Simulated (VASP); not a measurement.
# MoS2 in VASP: convergence with PREC

Aim: find how far PREC must go before the results for MoS2 settle, at PBE. This setting moves, with any that are tied to it; all else stays.

Everything below comes from runs of VASP 6.6.1. Logs are shortened: lines on timing, memory, paths and dates and some standing lists are left out, and cuts for length are marked.

## (1) The cell of the first run

The cell holds a slab with vacuum, 6 atoms: a = 3.185 Å, b = 3.185 Å, c = 21.671 Å, α = 90.00°, β = 90.00°, γ = 120.00°.

The cell isn't the ideal one: atoms moved at random, drawn with an rms of 0.02 Å.

## (2) With PREC Low

INCAR reads:

```
ALGO = Normal
EDIFF = 1E-6
ENCUT = 520
GGA = PE
ISIF = 2
ISMEAR = 0
LASPH = T
LCHARG = F
LREAL = F
LWAVE = F
NELM = 60
PREC = Low
SIGMA = 0.02
```

KPOINTS reads:

```
k-points
0
Gamma
  7 7 2
```

POSCAR reads:

```
MoS2
1.0
    3.1845414560      0.0000000000      0.0000000000
   -1.5922707280      2.7578938003      0.0000000000
    0.0000000000      0.0000000000     21.6705347200
Mo S
2 4
Direct
    0.3276550000      0.6640690000      0.8504850000
    0.6618840000      0.3308860000      0.1494490000
    0.6678560000      0.3328890000      0.7793200000
    0.3259180000      0.6602960000      0.0764230000
    0.6698610000      0.3321060000      0.9242040000
    0.3308310000      0.6645770000      0.2210240000
```

Potentials or basis: VASP PAW PBE potentials, release 64 (Mo_sv, S).

Launch:

```
$ cat potpaw_PBE.64/Mo_sv/POTCAR potpaw_PBE.64/S/POTCAR > POTCAR
$ mpirun -np 1 vasp_std > vasp.out
```

OUTCAR:

```text
EDIFF = 1E-6
   ENCUT = 520
   GGA = PE
   ISIF = 2
   ISMEAR = 0
   LASPH = T
   LREAL = F
   NELM = 60
   PREC = Low

 Found     50 irreducible k-points:

 Following reciprocal coordinates:
            Coordinates               Weight
  0.000000  0.000000  0.000000      1.000000
  0.142857 -0.000000  0.000000      2.000000
  0.000000  0.142857  0.000000      2.000000
 -0.142857  0.142857  0.000000      2.000000
  0.285714  0.000000  0.000000      2.000000
  0.000000  0.285714  0.000000      2.000000
   k-points           NKPTS =     50   k-points in BZ     NKDIM =     50   number of bands    NBANDS=     31
   number of dos      NEDOS =    301   number of ions     NIONS =      6
   total plane-waves  NPLWV =  40824
   dimension x,y,z NGX =    18 NGY =   18 NGZ =  126
   dimension x,y,z NGXF=    18 NGYF=   18 NGZF=  126
   ions per type =               2   4
   NGX,Y,Z   is equivalent  to a cutoff of   9.40,  9.40,  9.67 a.u.
   NGXF,Y,Z  is equivalent  to a cutoff of   9.40,  9.40,  9.67 a.u.
 SYSTEM =  unknown system
   PREC   = low       normal or accurate (medium, high low for compatibility)
   ISTART =      0    job   : 0-new  1-cont  2-samecut
   ICHARG =      2    charge: 1-file 2-atom 10-const
   ISPIN  =      1    spin polarized calculation?
   LNONCOLLINEAR =      F non collinear calculations
   LSORBIT =      F    spin-orbit coupling
   LASPH  =      T    aspherical Exc in radial PAW
   ENCUT  =  520.0 eV  38.22 Ry    6.18 a.u.   5.92  5.92 40.29*2*pi/ulx,y,z
   NELM   =     60;   NELMIN=  2; NELMDL= -5     # of ELM steps
   EDIFF  = 0.1E-05   stopping-criterion for ELM
   LREAL  =      F    real-space projection
   EDIFFG = 0.1E-04   stopping-criterion for IOM
   NSW    =      0    number of steps for IOM
   IBRION =     -1    ionic relax: 0-MD 1-quasi-New 2-CG
   NFREE  =      0    steps in history (QN), initial steepest desc. (CG)
   ISIF   =      2    stress and relaxation
   ISYM   =      2    0-nonsym 1-usesym 2-fastsym
   POTIM  = 0.5000    time-step for ionic-motion
   TEBEG  =    0.0;   TEEND  =   0.0 temperature during run
   PSTRESS=    0.0 pullay stress
   NELECT =      52.0000    total number of electrons
   NUPDOWN=      -1.0000    fix difference up-down
   EMIN   =  10.00;   EMAX   =-10.00  energy-range for DOS
   EFERMI =   0.00;   METHOD = LEGACY
   ISMEAR =     0;   SIGMA  =   0.02  broadening in eV -4-tet -1-fermi 0-gaus
   EFERMI_NEDOS =   21; number of points for ismear=-14 and -15
   IALGO  =     38    algorithm
   IMIX   =      4    mixing-type and parameters
     AMIX     =   0.40;   BMIX     =  1.00
     AMIX_MAG =   1.60;   BMIX_MAG =  1.00
  volume/ion in A,a.u.               =      31.72       214.06
  Fermi-wavevector in a.u.,A,eV,Ry     =   1.062294  2.007444 15.353737  1.128468
  Thomas-Fermi vector in A             =   2.197739
   LORBIT       =      0    0 simple, 1 ext, 2 COOP (PROOUT), +10 PAW based schemes
   GGA     = PE    functional components
   LHFCALC =     F    Hartree Fock is set to
   AEXX    =    0.0000 exact exchange contribution
   IVDW    =     0    specifies the selected vdW correction
   LEPSILON=     F    determine dielectric tensor
   LRPA    =     F    only Hartree local field effects (RPA)
 non-spin polarized calculation
 Gauss-broadening in eV      SIGMA  =   0.02
  energy-cutoff  :      520.00
  volume of cell :      190.32
 maximum number of plane-waves:      5166
   NGX = 11   NGY = 11   NGZ = 81

 number of electron      51.9999866 magnetization

 Free energy of the ion-electron system (eV)
  ---------------------------------------------------
  ext. energy  EPLUGINS =         0.00000000
  ---------------------------------------------------
  free energy    TOTEN  =       -43.67029743 eV

  energy without entropy =      -43.67029743  energy(sigma->0) =      -43.67029743

 E-fermi :   1.7936     XC(G=0):  -6.6308

 val. band max:        1.5347459586   @ k =   0.0000   0.0000   0.0000
 cond. band min:       3.0469891533   @ k =  -0.1429   0.2857   0.0000
 fundamental gap:      1.5122431947
 Fermi energy:         1.7936315199

 k-point     1 :       0.0000    0.0000    0.0000
  band No.  band energies     occupation
      1     -59.6198      2.00000
      2     -59.6103      2.00000
      3     -33.7560      2.00000
      4     -33.7463      2.00000
      5     -33.5545      2.00000
      6     -33.5534      2.00000
[... 23 lines left out ...]
     30       4.0661      0.00000
     31       4.2461      0.00000

 k-point     2 :       0.1429   -0.0000    0.0000
  band No.  band energies     occupation
      1     -59.6128      2.00000
      2     -59.6034      2.00000
      3     -33.7422      2.00000
      4     -33.7324      2.00000
      5     -33.6246      2.00000
      6     -33.6163      2.00000
[... 23 lines left out ...]
     30       3.9108      0.00000
     31       3.9760      0.00000

 k-point     3 :       0.0000    0.1429    0.0000
  band No.  band energies     occupation
      1     -59.6128      2.00000
      2     -59.6034      2.00000
      3     -33.7422      2.00000
      4     -33.7325      2.00000
      5     -33.6241      2.00000
      6     -33.6134      2.00000
[... 23 lines left out ...]
     30       3.8399      0.00000
     31       3.9044      0.00000

 k-point     4 :      -0.1429    0.1429    0.0000
  band No.  band energies     occupation
      1     -59.6128      2.00000
      2     -59.6034      2.00000
      3     -33.7422      2.00000
      4     -33.7326      2.00000
      5     -33.6252      2.00000
      6     -33.6119      2.00000
[... 23 lines left out ...]
     30       3.8552      0.00000
     31       3.8948      0.00000

 k-point     5 :       0.2857    0.0000    0.0000
  band No.  band energies     occupation
      1     -59.5972      2.00000
      2     -59.5877      2.00000
      3     -33.7806      2.00000
      4     -33.7727      2.00000
      5     -33.7111      2.00000
      6     -33.7011      2.00000
[... 23 lines left out ...]
     30       3.6555      0.00000
     31       4.3043      0.00000

 k-point     6 :       0.0000    0.2857    0.0000
  band No.  band energies     occupation
      1     -59.5972      2.00000
      2     -59.5878      2.00000
      3     -33.7799      2.00000
      4     -33.7689      2.00000
      5     -33.7111      2.00000
      6     -33.7015      2.00000
[... 23 lines left out ...]
     30       3.6523      0.00000
     31       4.2767      0.00000

 [... further k-points ...]

------------------------ aborting loop because EDIFF is reached ----------------------------------------

  FORCE on cell =-STRESS in cart. coord.  units (eV):
  Direction    XX          YY          ZZ          XY          YZ          ZX
  --------------------------------------------------------------------------------------
  -------------------------------------------------------------------------------------
  Total       -0.1455942     -0.2540601     -0.4440403      0.1067355     -0.1220528     -0.1945893
  in kB       -1.2256332     -2.1387149     -3.7379965      0.8985155     -1.0274587     -1.6380817
  external PRESSURE =      -2.3674482 kB  Pullay stress =       0.0000000 kB

 VOLUME and BASIS-vectors are now :
 -----------------------------------------------------------------------------
  energy-cutoff  :      520.00
  volume of cell :      190.32
      direct lattice vectors                 reciprocal lattice vectors
     3.184541456  0.000000000  0.000000000     0.314016952  0.181297771  0.000000000
    -1.592270728  2.757893800  0.000000000     0.000000000  0.362595543  0.000000000
     0.000000000  0.000000000 21.670534720     0.000000000  0.000000000  0.046145608

 POSITION                                       TOTAL-FORCE (eV/Angst)
 -----------------------------------------------------------------------------------
     -0.01395      1.83143     18.43046         0.426009      0.097387      0.764530
      1.58094      0.91255      3.23864         0.047786     -0.090029     -0.422918
      1.59677      0.91807     16.88828        -0.191905     -0.059389     -0.280890
     -0.01347      1.82103      1.65613         0.015220      0.094311      0.359632
      1.60440      0.91591     20.02799        -0.232755     -0.037314     -0.571885
     -0.00464      1.83283      4.78971        -0.064355     -0.004966      0.151530
 -----------------------------------------------------------------------------------
    total drift:                                0.001624     -0.002794      0.001259

  FREE ENERGIE OF THE ION-ELECTRON SYSTEM (eV)
  ---------------------------------------------------
  free  energy   TOTEN  =       -43.6702974303 eV

  energy  without entropy=      -43.6702974303  energy(sigma->0) =      -43.67029743
```

It took 2.9 min on 1 thread of Intel Xeon 6975P-C (Granite Rapids), shared host; peak memory 0.28 GiB.

What came out:

| Quantity | Value |
| --- | --- |
| Free energy | -43.6703 eV |
| Largest force | 0.881 eV/Å |
| Band gap on the k mesh | 1.51 eV, indirect (least direct gap 2.09 eV) |

## (3) With PREC Medium

Changes to INCAR since step 2:

```diff
@@ -11,3 +11,3 @@
 NELM = 60
-PREC = Low
+PREC = Medium
 SIGMA = 0.02
```

KPOINTS is that of step 2.

POSCAR is that of step 2.

Potentials or basis: VASP PAW PBE potentials, release 64 (Mo_sv, S).

Launch:

```
$ cat potpaw_PBE.64/Mo_sv/POTCAR potpaw_PBE.64/S/POTCAR > POTCAR
$ mpirun -np 1 vasp_std > vasp.out
```

Run time: 3 min. Hardware: 1 thread of Intel Xeon 6975P-C (Granite Rapids), shared host; peak memory 0.29 GiB.

Results:

```yaml
Free_energy: -43.6709 eV
Largest_force: 0.900 eV/Å
Band_gap_on_the_k_mesh: 1.51 eV, indirect (least direct gap 2.09 eV)
```

## (4) With PREC Single

Changes to INCAR since step 3:

```diff
@@ -11,3 +11,3 @@
 NELM = 60
-PREC = Medium
+PREC = Single
 SIGMA = 0.02
```

KPOINTS is that of step 3.

POSCAR is that of step 3.

Launch:

```
$ cat potpaw_PBE.64/Mo_sv/POTCAR potpaw_PBE.64/S/POTCAR > POTCAR
$ mpirun -np 1 vasp_std > vasp.out
```

It took 6.2 min on 1 thread of Intel Xeon 6975P-C (Granite Rapids), shared host; peak memory 0.32 GiB.

Results:

| Property | Result |
| --- | --- |
| Free energy | -43.6712 eV |
| Largest force | 0.900 eV/Å |
| Band gap on the k mesh | 1.51 eV, indirect (least direct gap 2.09 eV) |

## (5) With PREC Normal

Changes to INCAR since step 4:

```diff
@@ -11,3 +11,3 @@
 NELM = 60
-PREC = Single
+PREC = Normal
 SIGMA = 0.02
```

KPOINTS is that of step 4.

POSCAR is that of step 4.

Launch:

```
$ cat potpaw_PBE.64/Mo_sv/POTCAR potpaw_PBE.64/S/POTCAR > POTCAR
$ mpirun -np 1 vasp_std > vasp.out
```

Wall time 3.7 min (1 thread of Intel Xeon 6975P-C (Granite Rapids), shared host); peak memory 0.33 GiB.

Results:

- Free energy: -43.6710 eV
- Largest force: 0.897 eV/Å
- Band gap on the k mesh: 1.51 eV, indirect (least direct gap 2.09 eV)

## (6) With PREC High

Changes to INCAR since step 5:

```diff
@@ -11,3 +11,3 @@
 NELM = 60
-PREC = Normal
+PREC = High
 SIGMA = 0.02
```

KPOINTS is that of step 5.

POSCAR is that of step 5.

Potentials or basis: VASP PAW PBE potentials, release 64 (Mo_sv, S).

Launch:

```
$ cat potpaw_PBE.64/Mo_sv/POTCAR potpaw_PBE.64/S/POTCAR > POTCAR
$ mpirun -np 1 vasp_std > vasp.out
```

Run time: 6.1 min. Hardware: 1 thread of Intel Xeon 6975P-C (Granite Rapids), shared host; peak memory 0.33 GiB.

Results:

* Free energy: -43.6709 eV
* Largest force: 0.896 eV/Å
* Band gap on the k mesh: 1.51 eV, indirect (least direct gap 2.09 eV)

## (7) With PREC Accurate

Changes to INCAR since step 6:

```diff
@@ -11,3 +11,3 @@
 NELM = 60
-PREC = High
+PREC = Accurate
 SIGMA = 0.02
```

KPOINTS is that of step 6.

POSCAR is that of step 6.

Launch:

```
$ cat potpaw_PBE.64/Mo_sv/POTCAR potpaw_PBE.64/S/POTCAR > POTCAR
$ mpirun -np 1 vasp_std > vasp.out
```

It took 5.2 min on 1 thread of Intel Xeon 6975P-C (Granite Rapids), shared host; peak memory 0.41 GiB.

It converged, with:

| Property | Result |
| --- | --- |
| Free energy | -43.6710 eV |
| Largest force | 0.897 eV/Å |
| Band gap on the k mesh | 1.51 eV, indirect (least direct gap 2.09 eV) |

## (8) Summary

| PREC | energy less the tightest run, at zero smearing (meV/atom) | largest force (eV/Å) | SCF cycles | CPU time (s) | peak memory (GiB) |
| --- | --- | --- | --- | --- | --- |
| Low | 0.11 | 0.881 | 23 | 170 | 0.28 |
| Medium | 0.01 | 0.900 | 23 | 180 | 0.29 |
| Single | -0.03 | 0.900 | 23 | 370 | 0.32 |
| Normal | -0.01 | 0.897 | 23 | 220 | 0.33 |
| High | 0.01 | 0.896 | 23 | 370 | 0.33 |
| Accurate | 0.00 | 0.897 | 23 | 310 | 0.41 |

Against the tightest run, the energy stays within 1 meV/atom from Low on; the largest force stays within 0.005 eV/Å from Medium on. The tightest run that finished is the yardstick and may itself not be fully converged.
